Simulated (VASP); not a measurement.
## Se: relaxation of cell and atoms with PBEsol

The system is Se.

```
Se
1.0
     2.00098    1.15527    1.55250
    -2.00098    1.15527    1.55250
     0.00000   -2.31054    1.55250
Se
1
Direct
  0.00000 0.00000 0.00000
```

This isn't the form of Se at room conditions, which is trigonal, of chains.

* Program: VASP 6.6.1
* Task: relaxation of cell and atoms
* Functional: PBEsol
* Potentials or basis: VASP PAW PBE potentials, release 64 (Se)
* Cutoff: 350 eV
* k mesh: 21 × 21 × 21
* Occupations: gaussian, width 0.1 eV
* Spin: no spin polarisation
* Target pressure: 0.0001 GPa
* Further INCAR settings: ALGO = Fast; EDIFF = 1e-07; IBRION = 2; EDIFFG = -0.002; NSW = 80; ISIF = 3
* Target pressure: 0.0001 GPa

```yaml
Relaxed_volume: 21.64 Å³/atom
Relaxed_cell: a = 2.787 Å, b = 2.787 Å, c = 2.787 Å, α = 89.99°, β = 89.99°, γ = 89.99°
Space_group_after_relaxing_to_0.05_Å: Pm-3m (No. 221)
Energy_change_on_relaxing_the_enthalpy_is_what_falls: -1.9 meV/atom
Ionic_steps: 9
Pressure_after_relaxing: 0.0 GPa
Band_gap_on_the_k_mesh: none (metal or under the smearing width)
```

The path:
```tsv
step	energy change (eV)	largest force (eV/Å)	pressure (GPa)	volume (Å³)
1	0.0000	0.0000	0.29	21.53
2	-0.0004	0.0000	-0.14	21.65
3	-0.0004	0.0000	-0.46	21.74
4	-0.0006	0.0000	-0.47	21.75
5	-0.0011	0.0000	-0.46	21.75
6	-0.0017	0.0000	-0.47	21.77
7	-0.0017	0.0000	-0.48	21.77
8	-0.0019	0.0000	0.20	21.58
9	-0.0019	0.0000	0.00	21.64
```

Final structure:
```
Se
1.0
     1.97025    1.13753    1.60918
    -1.97025    1.13753    1.60918
     0.00000   -2.27505    1.60918
Se
1
Direct
  0.00000 0.00000 0.00000
```

Levels at points of the mesh, in eV from the Fermi level:
| k point | band 1 | band 2 | band 3 | band 4 | band 5 | band 6 |
| --- | --- | --- | --- | --- | --- | --- |
| (0.00, 0.00, 0.00) | -16.44 | 1.46 | 1.46 | 1.46 | 7.66 | 7.66 |

Wall time 110 s on 1 thread of Intel(R) Xeon(R) 6975P-C (Granite Rapids), on a shared host, peak memory 0.21 GiB.

Caveat: the cell is relaxed towards a set pressure, so the enthalpy falls and the energy may rise; the PAW data sets were made with another functional, which shifts forces and pressure a little. Zero-point motion and thermal expansion aren't in these numbers.
